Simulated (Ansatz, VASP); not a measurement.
**Ge in VASP and in Ansatz**

The input INCAR:

```
SYSTEM = Ge
PREC = Accurate
ENCUT = 520
EDIFF = 1E-7
ISMEAR = -1
SIGMA = 0.1
LREAL = .FALSE.
LASPH = .TRUE.
NELM = 80
ALGO = Normal
ISIF = 2
LWAVE = .FALSE.
LCHARG = .FALSE.
GGA = RP
NBANDS = 13
```

The input KPOINTS:

```
Automatic mesh
0
G
  13 13 13
  0 0 0
```

The input POSCAR:

```
Ge
1.0
    2.6615416611      0.0000000000      0.0000000000
    0.0000000000      2.6615416611      0.0000000000
    0.0000000000      0.0000000000      2.6615416611
Ge
1
Direct
    0.0000000000      0.0000000000      0.0000000000
```

Input for Ansatz:

```yaml
crystal:
  lattice:
    - [2.6615416611, 0.0, 0.0]
    - [0.0, 2.6615416611, 0.0]
    - [0.0, 0.0, 2.6615416611]
  atoms:
    - { symbol: Ge, position: [0.0, 0.0, 0.0] }
hamiltonian:
  xc: rpbe
  pseudopotentials:
    kind: paw
    azcp:
      Ge: "pseudopotentials/Ge.paw.azcp"
basis:
  ecutwfc: 420
  fft_grid_basis: typed
kpoints:
  mp_grid: { grid: [13, 13, 13], shift: [0, 0, 0] }
magnetization:
  spin_polarized: false
scf:
  occupations: { method: fermi_dirac, width: 0.1 }
  lower_state_search: "off"
output:
  stress: true
```

Alike in both runs: task single point; functional RPBE; k mesh 13 × 13 × 13; occupations fermi-dirac, width 0.1 eV; no spin polarisation.

|  | VASP | Ansatz |
| --- | --- | --- |
| version | VASP 6.6.1 | Ansatz 0.2.0 |
| potentials or method | VASP PAW PBE potentials, release 64 (Ge_d) | plane waves (420 eV) with PAW, scalar-relativistic |
| plane-wave cutoff (eV) | 520 | 420 |
| valence electrons in the cell | 14 | 14 |

```csv
,VASP,Ansatz,Ansatz less VASP
pressure (GPa),6.2,6.2,-0.01
```

Caveats: the PAW data sets were made with another functional, which shifts forces and pressure a little (VASP).
